The decision here is where to spend the next hour of computing on Bi₂Se₃: on a better density functional, or on spin-orbit coupling, which all five calculations leave out. The last column of the table seems to favour the functional, because the error shrinks from LDA to PBE. That reading is unsafe, since the measured crystal and the computed one have their bands in a different order.

Band gap of Bi₂Se₃ (R-3m, one 5-atom cell) from Kohn-Sham DFT in ABINIT 10.8.3, FLEUR MaX-R8.1 (later development tree) and GPAW 26.7.0, without spin polarisation or spin-orbit coupling and with 0.05 eV Fermi-Dirac smearing. The measured reference is 0.35 eV, a direct optical gap from FTIR absorption of a film (Tauc plot; pmc:10609111; values found: 0.215 to 0.47 eV).

```
                                program  functional    how the value is got                   potentials or basis  wave cutoff (eV)  k-mesh  computed band gap (eV)  computed less measured (eV)
                      ABINIT 10.8.3 (1)         LDA  Kohn-Sham, on the mesh                      JTH PAW LDA v2.0             408.2   6x6x6                   0.102                        -0.25
FLEUR MaX-R8.1 (later development tree)          WC  Kohn-Sham, on the mesh                          all electron               n/a   8x8x8                   0.127                        -0.22
                      ABINIT 10.8.3 (2)      PBEsol  Kohn-Sham, on the mesh                      JTH PAW PBE v2.0             408.2   6x6x6                   0.145                        -0.20
                            GPAW 26.7.0         PBE  Kohn-Sham, on the mesh  GPAW PAW data sets (gpaw data 1.2.1)             600.0   8x8x8                   0.190                        -0.16
                      ABINIT 10.8.3 (3)         PBE  Kohn-Sham, on the mesh                      JTH PAW PBE v2.0             408.2   6x6x6                   0.220                        -0.13
```

**What the computed gaps describe**

Every computed gap lies below the listed measured value of 0.35 eV, by 0.25 eV in LDA and by 0.13 eV in the better of the two PBE rows. Semilocal functionals usually give gaps that are too small, so the shortfall looks familiar. In this compound the usual explanation doesn't apply directly. Without spin-orbit coupling the valence edge at the zone centre Γ is mainly selenium p and the conduction edge mainly bismuth p. It is well established that the coupling, which is strong in bismuth, drives these two levels past each other and makes the crystal a topological insulator.

A two-level picture shows what follows. Let $E_0$ be the gap at Γ without coupling, and $S$ the amount by which coupling moves the two levels towards each other. The gap at Γ is then

$$E_\Gamma = |E_0 - S|.$$

With $S = 0$ it is $E_0$, which is what the table holds if the band edges lie at Γ. The occupations printed for the ABINIT PBE row fit that. In the other rows the gap is also direct, and the small smearing entropy fits edges at a single mesh point such as Γ. A gap read on a mesh may still be smaller between its points. As $S$ grows the gap shrinks, and it closes at $S = E_0$. Beyond that point it opens again with the two levels exchanged, and its size is $S - E_0$.

To reach the measured gap on the far side of the crossing, the PBE value of 0.22 eV would need $S = 0.35 + 0.22 = 0.57$ eV. This is only a rough estimate, because the measured gap need not lie at Γ and the PBE value of $E_0$ may itself be off. A shift of several tenths of an eV is nevertheless reasonable for bismuth, whose outer p level is split by roughly 2 eV in the free atom. Since the two levels are known to cross, $S$ must exceed $E_0$, so the effect left out is larger than the gap it acts on.

**Why the smallest error doesn't pick the functional**

The cleanest comparison is PBEsol against PBE in ABINIT, where only the functional changes and the gap rises by 0.075 eV. Before the crossing, a functional that raises $E_0$ raises the gap. After the crossing it lowers the gap, because $E_0$ now enters with a minus sign. If $S$ is nearly the same in both functionals, as is plausible for an effect that arises close to the nuclei, PBE would give the smaller gap at Γ once coupling is on. The order of the errors in the table is thus no guide to the order in a complete calculation.

The same reasoning warns against a tempting repair. A hybrid functional usually widens an uninverted gap, and without spin-orbit coupling it could arrive at 0.35 eV with the bands still in the wrong order. The number would agree while the character of the band edges, and with it the surface conduction, would be wrong.

**What the functionals do change**

The differences between functionals are still informative about $E_0$. LDA takes the exchange energy from the local density alone. PBEsol adds a correction for slowly varying density, and PBE adds a stronger one. WC behaves like PBE where the density varies least and moves towards PBEsol where it varies more. Two band edges that sit in different regions of the crystal feel this correction differently, so it can shift one against the other. That is a plausible cause of the widening, though the calculations don't separate it from the accompanying change in correlation.

The simplest model makes the gap linear in the strength $\mu$ of the exchange correction, which is 0 in LDA, about 0.12 in PBEsol and about 0.22 in PBE. A straight line fitted to the three ABINIT rows gives for PBE

$$0.096 + 0.53 \times 0.22 \approx 0.21\ \text{eV}.$$

GPAW, which was not part of the fit, finds 0.19 eV with PBE. WC has no single strength: the line gives 0.16 eV if WC is entered like PBEsol, and 0.21 eV if it is entered like PBE. FLEUR, also outside the fit, finds only 0.13 eV, so the line doesn't carry over to that row. The line reproduces the order of the ABINIT rows but not the size of the steps: the gap rises about twice as fast per unit of $\mu$ between PBEsol and PBE as between LDA and PBEsol. Three rows for two constants are thin support, and the LDA row also uses a different PAW set. The output after this text gives the details of the fit.

All this holds for one common cell. The computed stresses suggest that LDA would shrink this cell and PBE would expand it, though the cutoff of the ABINIT rows is too low for accurate stresses. Relaxing the cell separately with each functional could alter the steps.

**How much accuracy the purpose needs**

If the purpose is to tell a topological from an ordinary insulator, none of the five rows will serve, however well converged. If the purpose is a gap good to 0.1 eV, the choice of functional matters, but only once coupling is included. Below about 0.03 eV the program and its settings matter too, since that is how far the two PBE rows differ. WC lies closer than this to both LDA and PBEsol, so its place among them is not settled.

The measurements themselves limit what can be tested. Reported gaps run from 0.215 to 0.47 eV, a wider range than that of the computed values. Some of this scatter may come from free carriers, which fill the bottom of the conduction band and raise the optical gap. A functional can't be chosen on a difference of a few hundredths of an eV against such a reference.

**What each improvement costs**

Moving among LDA, PBEsol, WC and PBE costs almost nothing. Spin-orbit coupling doubles the size of the matrices, which makes a full dense diagonalisation about $2^3 = 8$ times as expensive; adding the coupling in a second step, on a limited set of bands, costs less. Going from a 6×6×6 to an 8×8×8 mesh multiplies the number of points by about 2.4 before symmetry is used. A hybrid functional is usually far more expensive than any of these.

The first expense should therefore be spin-orbit coupling, with any of these functionals. The second should be a scan of the bands around Γ, because the inverted edges can move away from the zone centre and a coarse mesh may step over them. Only then does a comparison of functionals, or a hybrid calculation with coupling included, address the gap that was measured.

The analysis program printed:

```
step PBEsol to PBE in ABINIT with all else equal (eV): 0.075
step LDA to PBEsol in ABINIT with change of PAW set (eV): 0.043
PBEsol in ABINIT less WC in FLEUR (eV): 0.018
PBE in ABINIT less PBE in GPAW (eV): 0.03
clean functional step over the PBE program difference (ratio): 2.5
spread of all computed gaps (eV): 0.118
spread of reported measured gaps (eV): 0.255
highest computed gap less lowest reported measured gap (eV): 0.005
fit of y on 3 rows (ab > 0): constant 0.09554 +/- 0.016, coefficient of mu 0.5305 +/- 0.11; rms 0.0101, worst ABINIT 10.8.3 (2) 0.0142, leave-one-out rms 0.0374
  rows outside the fit (model, value, miss): FLEUR MaX-R8.1 (later development tree) 0.1592, 0.127, 0.0322; GPAW 26.7.0 0.2123, 0.19, 0.0223
slope LDA to PBEsol (eV per unit coefficient): 0.3583
slope PBEsol to PBE (eV per unit coefficient): 0.75
smallest spin-orbit shift S that the measured range would need (eV): 0.317
largest spin-orbit shift S that the measured range would need (eV): 0.69
Fermi-Dirac occupation of the upper valence edge in ABINIT PBE (electrons): 1.803
Fermi-Dirac occupation of the conduction edge in ABINIT PBE (electrons): 0.2009
charge smeared into the conduction edge at the first mesh point (electrons per cell): 0.0009299
mesh points of 8x8x8 over 6x6x6 before symmetry (ratio): 2.37
plane waves at the GPAW cutoff over the ABINIT cutoff (ratio): 1.782
dense diagonalisation with doubled spinor matrix (ratio): 8
```
